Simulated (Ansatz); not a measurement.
# Cu in Ansatz: reference runs

Aim: a first look at Cu with PBE, on the cell as given.

Everything below comes from runs of Ansatz 0.2.0. Logs are shortened: lines on timing, memory, paths and dates and some standing lists are left out, and cuts for length are marked.

## Step 1: The cell of the first run

The cell holds a slab with vacuum, 6 atoms: a = 2.531 Å, b = 2.531 Å, c = 25.327 Å, α = 90.00°, β = 90.00°, γ = 120.00°.

## Step 2: Single point, PBE (the (0 0 1) slab of Cu, cut from the database cell, not relaxed)

input.yaml

```yaml
crystal:
  lattice:
    - [2.5307640267, 0.0, 0.0]
    - [-1.2653820133, 2.1917059381, 0.0]
    - [0.0, 0.0, 25.32726885]
  atoms:
    - { symbol: Cu, position: [0.66666667, 0.33333334, 0.2961235198] }
    - { symbol: Cu, position: [0.0, 0.0, 0.3776741119] }
    - { symbol: Cu, position: [0.33333333, 0.66666666, 0.459224704] }
    - { symbol: Cu, position: [0.0, 0.0, 0.540775296] }
    - { symbol: Cu, position: [0.66666667, 0.33333334, 0.6223258881] }
    - { symbol: Cu, position: [0.0, 0.0, 0.7038764802] }
hamiltonian:
  xc: pbe
  pseudopotentials: { kind: paw }
kpoints:
  mp_grid: { grid: [12, 12, 1] }
scf:
  occupations: { method: fermi_dirac, width: 0.05 }
output:
  forces: true
  eigenvalues: true
efield:
  axis: 3
  dipole_correction: true
  ramp_width: 0.04
```

Potentials or basis: Ansatz PAW.

Launch:

```bash
$ ansatz run input.yaml --threads 4 --pin off --max-ram 11264MiB --backend cpu --events-out ev --progress --plain --runs-dir out
```

Output:

```text
Warning: RAYON_NUM_THREADS=4 ignored (pool sized by the plan → 4); use --threads N
Engine: ansatz 0.2.0, aarch64-unknown-linux-gnu
Pseudopotentials: kind: paw
Pseudopotential: Cu, paw, valence charge 19, recommended cutoff 420 eV (normal), Cu.paw.azcp
Functional definition: PBE
  parameter kappa = 0.804
  parameter beta = 0.06672455060314922
  exchange = pbe_x(kappa = kappa, mu = beta*pi^2/3)
  correlation = pbe_c(beta = beta)
Crystal: 6 atoms, lattice volume = 140.483 Å³
Basis set: ecut = 420 eV, 2791 PW (Γ), exchange–correlation on 36×36×360 points (8 copies of the dense FFT grid, shifted against one another)
Bands: 69, of which v1, the nominal top of the filled ones, is band 57 counted from 1 (56 counted from 0)
Symmetry: 6 space group operations
Space group: P3m1 (ITA 156), of the structure as read, at distance tolerance 5.2e-5 Å
k-points: 19 of 144 (time reversal used)
Non-local potential: Cu, projectors of the file, l = 0: 3, l = 1: 2, l = 2: 3, l = 3: 1
PAW form: soft (Blöchl's): semilocal exchange-correlation on the pseudo side does not see the compensation charge
PAW one-centre angular grid: Cu, 590 points (default); XC on 64 Gauss nodes
Initial density: superposition of atomic densities (neutral atoms: chi_scale 0, normalization atom), corrected by the library's trained network
Initial wavefunctions: pseudopotential atomic-orbital guess
Functional: x = pbe(κ = 0.804, μ = 0.2195149727645171), c = pbe(β = 0.06672455060314922)
SCF iter   1: F=—  HF=-39750.040379 eV  |F-HF|=—  |Δ(HF+E_count)|=         —  Δρ=2.69e-3  dr2=2.82e-2  ethr=1.77e-3  p=-0.001 e·Å  D=-9.24e-4 V/Å  ΔV_dip=0.02 eV  dr2_dipole=4.53e-3  V_vac-E_F(+/−)=4.66/4.64 eV  ⟨swp⟩=6.9  Hψ=5312  notcnv=0  defer=33
efield: sawtooth ramp at fractional position 0.9800 (placed from the atoms, in the widest stretch of the axis that holds none; the zero of the levels goes with the place), width 0.0400; the density the first Hamiltonian is built on has a dipole p = -0.001 e·Å; the dipole correction subtracts the counter field D = -9.24e-4 V/Å, which shifts the + side's vacuum level by +0.02 eV against the − side's; the planar-averaged density in the ramp window peaks in size at 7.3e-5 e/Å³
preconditioner: auto → LDOS  [metal: Δε(μ)=0.004 eV  Ē_g=9.100 eV  σ=0.050 eV  W_gap=0.02  n_scr=20 (ndim 8)  ℏωp=25.5 eV  f_vac=0.480  D(μ)=3.56/eV (n_scr^D=16)  β→1.0]
SCF iter   2: F=—  HF=-39750.043564 eV  |F-HF|=—  |Δ(HF+E_count)|=   3.19e-3  Δρ=3.04e-3  dr2=9.31e-3  ethr=2.48e-5  p=0.000 e·Å  D=2.00e-4 V/Å  ΔV_dip=-0.01 eV  dr2_dipole=8.83e-6  V_vac-E_F(+/−)=4.69/4.70 eV  ⟨swp⟩=2.7  Hψ=2593  notcnv=0  defer=75
SCF iter   3: F=—  HF=-39750.042175 eV  |F-HF|=—  |Δ(HF+E_count)|=   1.39e-3  Δρ=1.50e-3  dr2=2.86e-3  ethr=8.17e-6  p=-0.000 e·Å  D=-3.33e-5 V/Å  ΔV_dip=0.00 eV  dr2_dipole=2.21e-5  V_vac-E_F(+/−)=4.69/4.69 eV  ⟨swp⟩=2.0  Hψ=2143  notcnv=0  defer=75
SCF iter   4: F=—  HF=-39750.041875 eV  |F-HF|=—  |Δ(HF+E_count)|=   3.01e-4  Δρ=3.77e-4  dr2=4.36e-4  ethr=2.51e-6  p=0.000 e·Å  D=1.74e-5 V/Å  ΔV_dip=-0.00 eV  dr2_dipole=1.43e-5  V_vac-E_F(+/−)=4.68/4.69 eV  ⟨swp⟩=2.1  Hψ=1887  notcnv=0  defer=75
SCF iter   5: F=—  HF=-39750.041869 eV  |F-HF|=—  |Δ(HF+E_count)|=   5.66e-6  Δρ=2.43e-4  dr2=7.57e-5  ethr=3.83e-7  p=0.000 e·Å  D=9.29e-5 V/Å  ΔV_dip=-0.00 eV  dr2_dipole=2.35e-6  V_vac-E_F(+/−)=4.69/4.70 eV  ⟨swp⟩=2.2  Hψ=1836  notcnv=0  defer=75
SCF iter   6: F=—  HF=-39750.041877 eV  |F-HF|=—  |Δ(HF+E_count)|=   8.29e-6  Δρ=8.48e-5  dr2=1.44e-5  ethr=6.64e-8  p=0.000 e·Å  D=1.14e-4 V/Å  ΔV_dip=-0.00 eV  dr2_dipole=2.56e-7  V_vac-E_F(+/−)=4.70/4.70 eV  ⟨swp⟩=2.0  Hψ=1852  notcnv=0  defer=75
SCF iter   7: F=—  HF=-39750.041879 eV  |F-HF|=—  |Δ(HF+E_count)|=   2.24e-6  Δρ=3.08e-5  dr2=1.77e-6  ethr=1.27e-8  p=0.000 e·Å  D=1.23e-4 V/Å  ΔV_dip=-0.00 eV  dr2_dipole=8.56e-8  V_vac-E_F(+/−)=4.70/4.70 eV  ⟨swp⟩=2.0  Hψ=1848  notcnv=0  defer=75
SCF iter   8: F=—  HF=-39750.041880 eV  |F-HF|=—  |Δ(HF+E_count)|=   1.03e-6  Δρ=1.60e-5  dr2=6.32e-7  ethr=1.55e-9  p=0.000 e·Å  D=1.17e-4 V/Å  ΔV_dip=-0.00 eV  dr2_dipole=3.16e-8  V_vac-E_F(+/−)=4.70/4.70 eV  ⟨swp⟩=2.1  Hψ=1805  notcnv=0  defer=75
SCF iter   9: F=—  HF=-39750.041881 eV  |F-HF|=—  |Δ(HF+E_count)|=   3.80e-7  Δρ=1.06e-5  dr2=2.55e-7  ethr=5.55e-10  p=0.000 e·Å  D=1.20e-4 V/Å  ΔV_dip=-0.00 eV  dr2_dipole=6.00e-8  V_vac-E_F(+/−)=4.70/4.70 eV  ⟨swp⟩=2.1  Hψ=1778  notcnv=0  defer=75
SCF iter  10: F=-39750.041881 eV  HF=-39750.041881 eV  |F-HF|=9.71e-9  |Δ(HF+E_count)|=   6.69e-8  Δρ=3.58e-6  dr2=4.11e-8  ethr=8.77e-11  p=0.000 e·Å  D=1.19e-4 V/Å  ΔV_dip=-0.00 eV  dr2_dipole=9.65e-9  V_vac-E_F(+/−)=4.70/4.70 eV  ⟨swp⟩=11.6  Hψ=6548  notcnv=0
SCF 1 converged in 10 iterations: F = -39750.041881 eV  dr2 = 4.11e-8
SCF converged after 10 iterations
Free energy (F): -39750.041881 eV
Harris-Foulkes:  -39750.041881 eV  (|F-HF|=9.71e-9)
Internal energy: -39750.014889 eV  (E = F + TS)
E sigma→0 (E₀):  -39750.028385 eV
Entropy (-TS):   -0.026992 eV (-4.499 meV/atom)
Fermi energy:    6.193270 eV
Dipole field:    D = 0.000277 V/Å  (p = 0.000215 e·Å, saw-weighted, corrected)
Work function:   Φ+ = 4.6997 eV   Φ− = 4.7067 eV
Levels:          The Fermi level and band energies are counted from a zero that moves with the ramp; work functions are not
--- Per-component energies (eV) ---
  E_band       = -3362.348722
  E_kinetic    = 1800.642989
  E_local      = -262322.548372  (includes V_loc(G=0)·N_el)
  E_nonlocal   = 2341.556340
  E_hartree    = 129112.624984
  E_xc         = -536.579237
  E_vxc        = -692.332092  (∫ρ·V_xc dr)
  E_paw        = -9979.424990  (= ΣΔE_a)
  E_vpaw       = -2714.974426  (= ΣTr[D̂ρ^β])
  E_aug_tail   = 0.001619  (compensation charges beyond the density's cutoff)
  E_efield     = 0.000000  (sawtooth field / dipole correction)
  E_vefield    = 0.000000  (∫n·V_field dr)
  E_ewald      = 99833.711778
  E_smearing   = -0.026992  (= −TS)
  E_closure    = -0.000000  (closes the sum)
  Σ components = -39750.041881   (vs F -39750.041881, Δ=0.00e0)
--- Forces (eV/Å), atoms counted from 1 ---
  atom   1  Cu     0.00000000    -0.00000000    -0.11678597
  atom   2  Cu    -0.00000000    -0.00000000    -0.05659265
  atom   3  Cu     0.00000000     0.00000000    -0.00252147
  atom   4  Cu    -0.00000000    -0.00000000     0.00511187
  atom   5  Cu    -0.00000000    -0.00000000     0.01889120
  atom   6  Cu     0.00000000     0.00000000     0.15187073
  max |Σ_I F_I| component: 2.63e-5 eV/Å
--- Band table (eV; the first three rows and the last of 19) ---
  k-point 0: bands = ["-106.4791", "-106.4685", "-106.4588", "-106.4302", "-106.2437", "-106.2411", "-63.8895", "-63.8719", "-63.8280", "-63.7977", "-63.7977", "-63.7874", "-63.7874", "-63.7830", "-63.7759", "-63.7759", "-63.7465", "-63.7465", "-63.5997", "-63.5997", "-63.5991", "-63.5991", "-63.5569", "-63.5516", "-3.2476", "-2.6106", "-1.5897", "-0.3934", "0.5438", "0.8786", "2.9113", "2.9369", "3.0720", "3.0963", "3.0963", "3.1058", "3.1058", "3.1586", "3.1845", "3.1845", "3.2417", "3.2417", "3.3789", "3.3789", "3.3961", "3.3961", "3.7031", "3.8579", "3.8579", "3.9767", "3.9767", "4.1442", "4.1442", "4.3422", "4.3422", "4.4692", "4.4692", "4.5264", "4.5264", "5.1947", "5.6729", "10.3748", "10.4746", "11.6691", "11.7439", "13.6032", "13.9507", "16.2938", "16.6910"]
  k-point 1: bands = ["-106.4783", "-106.4677", "-106.4582", "-106.4295", "-106.2430", "-106.2404", "-63.8874", "-63.8709", "-63.8287", "-63.8043", "-63.7993", "-63.7932", "-63.7891", "-63.7856", "-63.7790", "-63.7773", "-63.7523", "-63.7479", "-63.6058", "-63.6052", "-63.6013", "-63.6007", "-63.5563", "-63.5510", "-3.0195", "-2.3877", "-1.3760", "-0.1933", "0.7223", "1.0276", "2.8176", "2.8563", "2.9672", "3.0308", "3.0569", "3.1209", "3.1712", "3.1771", "3.1822", "3.2364", "3.2593", "3.3066", "3.3236", "3.3756", "3.4484", "3.4703", "3.4758", "3.7992", "3.8182", "3.9638", "3.9696", "4.1066", "4.1408", "4.2075", "4.3227", "4.3407", "4.4735", "4.5332", "4.7086", "5.6986", "6.2943", "10.5367", "10.6878", "11.8413", "11.9483", "13.8144", "14.1338", "16.5033", "16.8835"]
  k-point 2: bands = ["-106.4763", "-106.4655", "-106.4564", "-106.4278", "-106.2410", "-106.2385", "-63.8817", "-63.8683", "-63.8327", "-63.8211", "-63.8079", "-63.8037", "-63.7993", "-63.7939", "-63.7817", "-63.7812", "-63.7677", "-63.7519", "-63.6225", "-63.6219", "-63.6055", "-63.6049", "-63.5546", "-63.5493", "-2.3528", "-1.7408", "-0.7669", "0.3565", "1.1957", "1.4135", "2.5832", "2.6286", "2.7464", "2.8485", "2.8869", "2.9704", "3.1407", "3.1658", "3.2272", "3.3207", "3.3211", "3.3768", "3.4053", "3.4556", "3.4775", "3.6028", "3.6434", "3.6741", "3.7742", "3.8155", "3.9217", "3.9614", "4.1334", "4.1536", "4.3345", "4.4811", "4.5506", "4.5538", "5.3023", "6.5924", "7.5031", "11.0157", "11.3274", "12.3906", "12.5622", "14.4475", "14.6894", "17.1271", "17.4554"]
  k-point 18: bands = ["-106.4668", "-106.4546", "-106.4485", "-106.4192", "-106.2319", "-106.2293", "-63.8678", "-63.8645", "-63.8632", "-63.8578", "-63.8566", "-63.8555", "-63.8401", "-63.8276", "-63.8250", "-63.8076", "-63.7965", "-63.7916", "-63.6641", "-63.6635", "-63.6630", "-63.6624", "-63.5467", "-63.5414", "2.0192", "2.0212", "2.0448", "2.0970", "2.1211", "2.1302", "2.2109", "2.2637", "2.2896", "2.4253", "2.4342", "2.8252", "2.8620", "2.9213", "2.9540", "3.2761", "3.2878", "3.3392", "3.3411", "3.6555", "3.6798", "3.9669", "4.0125", "4.1351", "4.3573", "4.4017", "4.4215", "4.4699", "4.4799", "4.4833", "9.4991", "9.6340", "9.7605", "9.9503", "10.0436", "10.4362", "10.7060", "10.8492", "11.1798", "12.5063", "12.7608", "13.3561", "13.7269", "14.3930", "14.4560"]
```

Wall time 6.1 s (4 threads of Arm Neoverse V1, shared host); peak memory 0.53 GiB.

Results:

```
Free energy                     : -39750.0419 eV
Largest force                   : 0.152 eV/Å
Band gap on the k mesh          : none (metal or under the smearing width)
Work function of the upper face : 4.70 eV
Work function of the lower face : 4.71 eV
Dipole across the slab          : 0.000 e·Å
```

Forces in eV/Å, atoms in the order of the input:
```
Cu   0.000  0.000 -0.117
Cu   0.000  0.000 -0.057
Cu   0.000  0.000 -0.003
Cu   0.000  0.000  0.005
Cu   0.000  0.000  0.019
Cu   0.000  0.000  0.152
```
